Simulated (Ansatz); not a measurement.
ZrO$_{2}$:
```yaml
crystal:
  lattice:
    - [3.60107, 0.00000, 0.00000]
    - [0.00000, 3.60107, 0.00000]
    - [0.00000, 0.00000, 5.22998]
  atoms:
    - { symbol: Zr, position: [0.00000, 0.00000, 0.00000] }
    - { symbol: Zr, position: [0.50000, 0.50000, 0.50000] }
    - { symbol: O, position: [0.00000, 0.50000, 0.30363] }
    - { symbol: O, position: [0.00000, 0.50000, 0.80363] }
    - { symbol: O, position: [0.50000, 0.00000, 0.19637] }
    - { symbol: O, position: [0.50000, 0.00000, 0.69637] }
```

Relaxed with r²SCAN. Independent-particle spectrum: no excitons, no local fields, no scissors shift; 0.1 eV broadening; ε₁ of the summed bands alone.

### Question
Tabulate the dielectric function from plane-wave PAW r²SCAN (Ansatz code).

### Answer


```
E (eV)  ε₁ xx  ε₂ xx  ε₁ zz  ε₂ zz
------  -----  -----  -----  -----
0.0      5.07   0.00   4.55   0.00
0.3      5.07   0.00   4.55   0.00
0.6      5.09   0.00   4.57   0.00
0.9      5.12   0.00   4.59   0.00
1.2      5.16   0.00   4.62   0.00
1.5      5.22   0.00   4.66   0.00
1.8      5.29   0.00   4.71   0.00
2.1      5.38   0.00   4.77   0.00
2.4      5.48   0.00   4.85   0.00
2.7      5.61   0.00   4.94   0.00
3.0      5.78   0.00   5.06   0.00
3.3      5.97   0.00   5.19   0.00
3.6      6.22   0.00   5.36   0.00
3.9      6.55   0.00   5.56   0.00
4.2      7.00   0.00   5.82   0.00
4.5      7.71   0.00   6.16   0.00
4.8      9.03   0.84   6.65   0.00
5.1      9.39   1.98   7.60   0.17
5.4      9.54   3.53   8.23   1.21
5.7      8.52   3.77   9.05   2.44
6.0      9.35   5.56   8.38   4.32
6.3      9.08   7.82   6.79   4.82
6.6      4.42   7.71   7.06   4.29
6.9      4.89   4.92   6.23   5.16
7.2      6.31   6.68   5.98   4.86
7.5      5.91   7.13   6.71   4.60
7.8      5.72   7.40   8.34   6.00
8.1      4.79   9.64   6.81  10.40
8.4      2.29   9.96   3.98   9.06
8.7      0.26   9.87   3.54   8.81
9.0     -0.64   7.15   2.24  10.76
9.3     -0.31   7.21  -0.50  10.05
9.6     -0.57   6.34  -2.30   8.05
9.9     -0.57   6.96  -2.87   6.48
10.2    -2.17   6.12  -2.58   5.01
10.5    -2.48   5.23  -2.42   4.40
10.8    -2.58   4.10  -1.82   3.74
11.1    -2.23   3.63  -2.22   4.26
11.4    -2.28   3.10  -2.83   3.01
11.7    -1.89   2.94  -2.38   1.89
12.0    -2.26   2.43  -1.67   1.58
```

### Question
From ε at 5.3 eV (xx: 9.57 + 2.95i), find n, k, the normal reflectivity and the absorption coefficient.

### Answer
n = 3.13, k = 0.471, R = 28 %, α = 2kE/ħc = 250000 cm⁻¹.

With all bands, ε∞ without local fields is 5.26 (xx = yy), 4.73 (zz). DFPT, with local fields, gives 5.27 (xx = yy), 4.68 (zz).

Space group P4_2/nmc. This is a known high-temperature phase of the composition, computed here at zero pressure and temperature. Symmetry was held in the r²SCAN relaxation; of distortions, only those at the zone centre were tested. No spin polarisation was allowed. Spin–orbit coupling is left out wherever it is not named.

Potentials: the earlier of the program's two PAW sets.
